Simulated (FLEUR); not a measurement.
**ZnS under changes of volume**

One of the cells (19.727 Å³/atom); the others are scaled copies at fixed shape and fractional positions:

```
Zn S
1.0
     0.00000    2.70200    2.70200
     2.70200    0.00000    2.70200
     2.70200    2.70200    0.00000
Zn S
1 1
Direct
  0.75000 0.75000 0.75000
  0.00000 0.00000 0.00000
```

```yaml
Program: FLEUR MaX-R8.1 (later development tree)
Functional: r2SCAN
Potentials_or_basis: all-electron
Basis: FLAPW
Kmax: 5.27 1/bohr
k_mesh: 9 × 9 × 9
Occupations: fermi-dirac, width 0.05 eV
Spin: no spin polarisation
```

```csv
volume (Å³/atom),energy over the lowest point (meV/atom),gap on the mesh (eV)
18.543,14.39,2.96
18.938,5.14,2.87
19.727,0.00,2.68
20.516,9.78,2.50
20.910,?,?
```

Task: What does the run at 20.910 Å³/atom give?

Result: Energy over the lowest point 19.31 meV/atom; gap on the mesh 2.42 eV.

Worked out: A Birch-Murnaghan fit of order 2 (a polynomial in V^(-2/3)) to the other rows has its minimum at 19.58 Å³/atom with B0 = V·E''(V) = 78 GPa. It gives 19.41 meV/atom at 20.910 Å³/atom, against the run's 19.31. A straight line through the other rows of the gap, of slope -4.57 eV per unit of ln V (its deformation potential), extrapolates to 2.41 eV, against the run's 2.42.

Energies are extrapolated to zero smearing.

Caveats: the meta-GGA is that of a development version, with a GGA for the radial functions and cores and without core tails.
